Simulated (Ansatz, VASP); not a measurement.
One calculation of Fe, two programs

INCAR

```
SYSTEM = Fe
  PREC = Accurate
  ENCUT = 520
  EDIFF = 1E-7
  ISMEAR = -1
  SIGMA = 0.05
  LREAL = .False.
  LASPH = .True.
  NELM = 150
  ALGO = Normal
  ISIF = 2
  LWAVE = .False.
  LCHARG = .True.
  ISPIN = 2
  MAGMOM = 2.497
  LORBIT = 11
  LMAXMIX = 4
  GGA = RP
  LELF = .True.
  LVHAR = .True.
  NBANDS = 14
```

KPOINTS

```
regular mesh
0
Gamma
  15 15 15
  0 0 0
```

POSCAR

```
Fe
1.0
    2.3679035613      0.0000000000      0.0000000000
    0.0000000000      2.3679035613      0.0000000000
    0.0000000000      0.0000000000      2.3679035613
Fe
1
Direct
    0.0000000000      0.0000000000      0.0000000000
```

Input for Ansatz:

```yaml
crystal:
  lattice:
    - [2.3679035613, 0.0, 0.0]
    - [0.0, 2.3679035613, 0.0]
    - [0.0, 0.0, 2.3679035613]
  atoms:
    - { symbol: Fe, position: [0.0, 0.0, 0.0], spin: 2.497 }
hamiltonian:
  xc: rpbe
  pseudopotentials:
    kind: paw
    azcp:
      Fe: "pseudopotentials/Fe.paw.azcp"
basis:
  ecutwfc: 420
  fft_grid_basis: typed
kpoints:
  mp_grid: { grid: [15, 15, 15], shift: [0, 0, 0] }
magnetization:
  spin_polarized: true
scf:
  occupations: { method: fermi_dirac, width: 0.05 }
  lower_state_search: "off"
output:
  stress: true
```

Alike in both runs: task single point; functional RPBE; k mesh 15 × 15 × 15; occupations fermi-dirac, width 0.05 eV; collinear spin.

|  | VASP | Ansatz |
| --- | --- | --- |
| version | VASP 6.6.1 | Ansatz 0.2.0 |
| potentials or method | VASP PAW PBE potentials, release 64 (Fe) | plane waves (420 eV) with PAW, scalar-relativistic |
| plane-wave cutoff (eV) | 520 | 420 |
| valence electrons in the cell | 8 | 16 |

Ansatz gave:

```
pressure (GPa)                                                : 4.7
net moment per atom (μB)                                      : 2.36
size of the moment on the site where the two differ most (μB) : 2.35
```

Which values does VASP return?

Pressure (GPa): 4.2; net moment per atom (μB): 2.37; size of the moment on the site where the two differ most (μB): 2.36.

Site moments also hang on the region over which each program counts them. The functional is the same, so the differences come from potentials, cutoffs and numerics. The two sets of potentials don't hold the same shells in valence.

Caveats: the PAW data sets were made with another functional, which shifts forces and pressure a little (VASP).
